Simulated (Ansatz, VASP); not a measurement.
One calculation of Co, two programs

```
CELL_PARAMETERS angstrom
2.51900 0.00000 0.00000
-1.25950 2.18152 0.00000
0.00000 0.00000 4.09100
ATOMIC_POSITIONS crystal
Co 0.33333 0.66667 0.25000
Co 0.66667 0.33333 0.75000
```

Alike in both runs: task single point; functional PBE; k mesh 12 × 12 × 7; occupations fermi-dirac, width 0.1 eV; collinear spin.

```csv
,VASP,Ansatz
version,VASP 6.6.1,Ansatz 0.2.0
potentials or method,"VASP PAW PBE potentials, release 64 (Co)","PAW, plane waves, scalar-relativistic"
plane-wave cutoff (eV),520,420
valence electrons in the cell,18,34
```

```tsv
	VASP	Ansatz	Ansatz less VASP
pressure (GPa)	-7.0	-6.4	+0.62
largest component of the traceless stress (GPa)	0.96	0.88	-0.079
net moment per atom (μB)	1.64	1.65	+0.009
size of the moment on the site where the two differ most (μB)	1.67	1.73	+0.060
```

Site moments also hang on the region over which each program counts them. The two sets of potentials don't hold the same shells in valence.
